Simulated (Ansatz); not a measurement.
Input, command and steps of an Ansatz relaxation.

```yaml
crystal:
  lattice:
    - [4.94692714, 0.0, 0.0]
    - [-2.47346357, 4.2841645739, 0.0]
    - [0.0, 0.0, 6.7317510537]
  atoms:
    - { symbol: Ta, position: [0.5, 0.0, 0.0] }
    - { symbol: Ta, position: [0.5, 0.5, 0.6666666667] }
    - { symbol: Ta, position: [0.0, 0.5, 0.3333333333] }
    - { symbol: Si, position: [0.1580840346, 0.3161680692, 0.0] }
    - { symbol: Si, position: [0.8419159654, 0.1580840346, 0.6666666667] }
    - { symbol: Si, position: [0.6838319308, 0.8419159654, 0.3333333333] }
    - { symbol: Si, position: [0.8419159654, 0.6838319308, 0.0] }
    - { symbol: Si, position: [0.1580840346, 0.8419159654, 0.6666666667] }
    - { symbol: Si, position: [0.3161680692, 0.1580840346, 0.3333333333] }
basis:
  ecutwfc: 500
kpoints:
  mp_grid: { grid: [12, 12, 6] }
hamiltonian:
  xc: r2scan
scf:
  occupations: { method: gaussian, width: 0.1 }
output:
  forces: true
  stress: true
  eigenvalues: true
relax:
  adjacent_minimum: "off"
  f_tol: 0.01
  max_steps: 30
  cell: { stress_tol: 0.1, fix: [volume] }
```

```bash
ansatz run input.yaml --threads 2 --pin off --max-ram 5120MiB --backend cpu --events-out ev --progress --plain --runs-dir out
```

Method: Ansatz 0.2.0, DFT r2SCAN, scalar-relativistic, plane waves, PAW.

The volume is held at 1.1 times that of the relaxed cell.

Of 4 frames 3 are shown, positions in Å and forces in eV/Å; the SCF threshold varies from step to step. Steps run on the plane waves of an earlier cell, with a Pulay correction in the pressure. The basis is chosen afresh for the last frame, the zero of the energies, and at times for earlier ones too; energy and pressure can step there, also at an unchanged geometry. Where two frames share a geometry here, they differ by under 2 meV/atom and 0.3 GPa.

```xyz
9
Lattice="4.9469 0.0000 0.0000 -2.4735 4.2842 0.0000 0.0000 0.0000 6.7318" Properties=species:S:1:pos:R:3:forces:R:3 pbc="T T T" step=1 free_energy_over_end_meV_per_atom=0.28 pressure_GPa=-15.13
Ta    2.4735    0.0000    0.0000    0.0000    0.0000    0.0000
Ta    1.2367    2.1421    4.4878    0.0000    0.0000    0.0000
Ta   -1.2367    2.1421    2.2439    0.0000    0.0000    0.0000
Si    0.0000    1.3545    0.0000    0.0000    0.0077    0.0000
Si    3.7739    0.6773    4.4878   -0.0067    0.0039    0.0000
Si    1.3004    3.6069    2.2439   -0.0067   -0.0039    0.0000
Si    2.4735    2.9296    0.0000    0.0000   -0.0077    0.0000
Si   -1.3004    3.6069    4.4878    0.0067   -0.0039    0.0000
Si    1.1730    0.6773    2.2439    0.0067    0.0039    0.0000
9
Lattice="4.9615 0.0000 0.0000 -2.4807 4.2967 0.0000 0.0000 0.0000 6.6924" Properties=species:S:1:pos:R:3:forces:R:3 pbc="T T T" step=2 free_energy_over_end_meV_per_atom=0.08 pressure_GPa=-14.89
Ta    2.4807    0.0000    0.0000    0.0000    0.0000    0.0000
Ta    1.2404    2.1484    4.4616    0.0000    0.0000    0.0000
Ta   -1.2404    2.1484    2.2308    0.0000    0.0000    0.0000
Si    0.0000    1.3580    0.0000    0.0000   -0.0062    0.0000
Si    3.7854    0.6790    4.4616    0.0053   -0.0031    0.0000
Si    1.3047    3.6178    2.2308    0.0053    0.0031    0.0000
Si    2.4807    2.9388    0.0000    0.0000    0.0062    0.0000
Si   -1.3047    3.6178    4.4616   -0.0053    0.0031    0.0000
Si    1.1761    0.6790    2.2308   -0.0053   -0.0031    0.0000
9
Lattice="4.9563 0.0000 0.0000 -2.4781 4.2923 0.0000 0.0000 0.0000 6.7064" Properties=species:S:1:pos:R:3:forces:R:3 pbc="T T T" step=4 free_energy_over_end_meV_per_atom=0.00 pressure_GPa=-14.98
Ta    2.4781    0.0000    0.0000    0.0000    0.0000    0.0000
Ta    1.2391    2.1461    4.4709    0.0000    0.0000    0.0000
Ta   -1.2391    2.1461    2.2355    0.0000    0.0000    0.0000
Si    0.0000    1.3567    0.0000    0.0000   -0.0005    0.0000
Si    3.7814    0.6783    4.4709    0.0004   -0.0002    0.0000
Si    1.3032    3.6139    2.2355    0.0004    0.0002    0.0000
Si    2.4781    2.9356    0.0000    0.0000    0.0005    0.0000
Si   -1.3032    3.6139    4.4709   -0.0004    0.0002    0.0000
Si    1.1749    0.6783    2.2355   -0.0004   -0.0002    0.0000
```

The run took 45 s on 2 threads of AMD EPYC 9R45 96-Core Processor (Zen 5), on a shared host, peak memory 1 GiB.

Spin–orbit coupling is left out, which can shift energies with elements as heavy as these.